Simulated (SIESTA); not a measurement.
MgO2 under changes of volume

One of the cells (10.390 Å³/atom); the others are scaled copies at fixed shape and fractional positions:

```
CELL_PARAMETERS angstrom
1.60476 0.92651 3.49398
-1.60476 0.92651 3.49398
0.00000 -1.85302 3.49398
ATOMIC_POSITIONS crystal
Mg 0.00000 0.00000 0.00000
O 0.57121 0.57121 0.57121
O 0.42879 0.42879 0.42879
```

The cell comes from a database or a generator and needn't be the stable form of this composition.

```yaml
Program: SIESTA 5.4.2
Functional: LDA
Potentials_or_basis: PseudoDojo 0.4 standard (LDA files)
Basis: DZP (energy shift 0.003 Ry; two zetas on semicore shells)
Grid_cutoff: 800 Ry
Energy_shift: 0.003 Ry
k_mesh: 10 × 10 × 10
Occupations: fermi-dirac, width 0.05 eV
Spin: no spin polarisation
```

```csv
volume (Å³/atom),energy over the lowest point (meV/atom),pressure (GPa),gap on the mesh (eV),largest force (eV/Å)
9.766,0.03,1.6,2.48,0.077
9.974,0.00,-1.5,2.34,0.031
10.182,3.81,-4.3,2.21,0.129
10.390,11.10,-6.9,2.08,0.222
10.598,21.52,-9.2,1.96,0.309
10.805,34.79,-11.2,1.85,0.388
11.013,?,?,?,?
```

Problem. What does the run at 11.013 Å³/atom give?

Solution. Energy over the lowest point 50.57 meV/atom; pressure -13.1 GPa; gap on the mesh 1.74 eV; largest force 0.462 eV/Å.

Worked out: A Birch-Murnaghan fit of order 3 (a polynomial in V^(-2/3)) to the other rows has its minimum at 9.87 Å³/atom with B0 = V·E''(V) = 146 GPa and B' = 3.5 at fixed shape and positions, which overstates the stiffness. It gives 50.72 meV/atom at 11.013 Å³/atom, against the run's 50.57, and -dE/dV = -13.2 GPa, against -13.1. A straight line through the other rows of the gap, of slope -6.25 eV per unit of ln V (its deformation potential), extrapolates to 1.72 eV, against the run's 1.74.

Energies are extrapolated to zero smearing.

Caveats: the basis of atomic orbitals isn't converged, which shifts pressures, moduli and gaps.

A mesh can miss the band edges.
